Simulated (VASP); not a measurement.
Runs of VASP 6.6.1 on Si23W (a cell with a defect). The cell holds a defect, 24 atoms: a = 11.534 Å, b = 7.689 Å, c = 7.689 Å, α = 60.00°, β = 60.00°, γ = 60.00°. 

```tsv
task	level	spin	U	fixed moment (μB)	cell	k mesh	grid for exact exchange (PRECFOCK)	screening parameter	mesh quality	pressure (GPa)	moment (μB)	largest force (eV/Å)
single point	PBEsol+U	collinear, zero start	W d U = 4 eV	0	as given	2 × 3 × 3	-	-	not flagged	(b)	0.00	0.15
relaxation of the atoms	PBEsol+U	collinear, zero start	W d U = 2 eV	0	atoms relaxed from: atoms moved at random, drawn with an rms of 0.05 Å	2 × 3 × 3	-	-	not flagged	0.7	0.00	0.03
single point	PBEsol+U	collinear, zero start	W d U = 2 eV	0	as given	2 × 3 × 3	-	-	not flagged	0.7	0.00	0.03
single point	HSE06	collinear, zero start	-	0	as given	2 × 2 × 2	Fast	0.2 1/A	coarse	0.4	0.00	0.20
single point	PBEsol+U	collinear, ferromagnetic start	W d U = 2 eV	-	as given	2 × 3 × 3	-	-	not flagged	0.7	0.00	0.03
single point	PBEsol+U	collinear, ferromagnetic start	W d U = 2 eV	2	as given	2 × 3 × 3	-	-	not flagged	1.1	2.00	(c)
single point	PBEsol	collinear, zero start	-	0	as given	2 × 3 × 3	-	-	not flagged	(a)	0.00	0.13
```

Alike in all rows: potentials or basis VASP PAW PBE potentials, release 64 (W_sv, Si); cutoff (eV) 350; smearing gaussian 0.03 eV.

Problem. Fill in the values left out.

Solution. (a) 0.6; (b) 0.8; (c) 0.38.

Caveats: some runs use coarse meshes; the PAW data sets were made with another functional, which shifts forces and pressure a little; the total moment is fixed, so each spin has its own Fermi level (some runs); the U is typed as a test and isn't derived for this compound (some runs).
